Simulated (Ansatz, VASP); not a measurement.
## Two plane-wave programs on Ir

The input INCAR:

```
SYSTEM = Ir
PREC = Accurate ; ENCUT = 520
EDIFF = 1E-6 ; ISMEAR = -1
SIGMA = 0.05 ; LREAL = .False.
LASPH = .True. ; NELM = 80
ALGO = Normal ; ISIF = 2
LWAVE = .False. ; LCHARG = .True.
GGA = PE ; LELF = .True.
LVHAR = .True. ; NBANDS = 10
```

Contents of KPOINTS:

```
Automatic mesh
0
Gamma
  17 17 17
  0 0 0
```

The input POSCAR:

```
Ir
1.0
   -1.5551939350      1.5551939350      1.5551939350
    1.5551939350     -1.5551939350      1.5551939350
    1.5551939350      1.5551939350     -1.5551939350
Ir
1
Direct
    0.0000000000      0.0000000000      0.0000000000
```

Input for Ansatz:

```yaml
crystal:
  lattice:
    - [-1.555193935, 1.555193935, 1.555193935]
    - [1.555193935, -1.555193935, 1.555193935]
    - [1.555193935, 1.555193935, -1.555193935]
  atoms:
    - { symbol: Ir, position: [0.0, 0.0, 0.0] }
kpoints:
  mp_grid: { grid: [17, 17, 17] }
  band_path:
    path:
      - [0.0, 0.0, 0.0]
      - [0.5, -0.5, 0.5]
      - [0.0, 0.0, 0.5]
      - [0.0, 0.0, 0.0]
      - [0.25, 0.25, 0.25]
      - [0.5, -0.5, 0.5]
      - [0.25, 0.25, 0.25]
      - [0.0, 0.0, 0.5]
    npoints: 8
scf:
  occupations: { method: fermi_dirac, width: 0.05 }
hamiltonian:
  xc: pbe
  pseudopotentials: { kind: paw }
output:
  forces: true
  stress: true
  eigenvalues: true
  populations: true
  dos: { projected: true, de: 0.2, e_range: [-14, 8] }
  write_density: true
  write_potential: true
  elf: true
  volumetric_format: npy
```

Change from the starting cell: volume scaled by 1, PAW files.

Alike in both runs: task single point; functional PBE; k mesh 17 × 17 × 17; occupations fermi-dirac, width 0.05 eV; no spin polarisation.

|  | VASP | Ansatz |
| --- | --- | --- |
| version | VASP 6.6.1 | Ansatz 0.2.0 |
| potentials or method | VASP PAW PBE potentials, release 64 (Ir) | PAW with Ansatz's default frozen-core files, scalar-relativistic |
| plane-wave cutoff (eV) | 520 | 420 |
| valence electrons in the cell | 9 | 17 |

```csv
,VASP,Ansatz,Ansatz less VASP
pressure (GPa),0.4,0.0,-0.45
```

The two sets of potentials don't hold the same shells in valence.

The runs have no spin-orbit coupling, so splittings on Ir are missing.
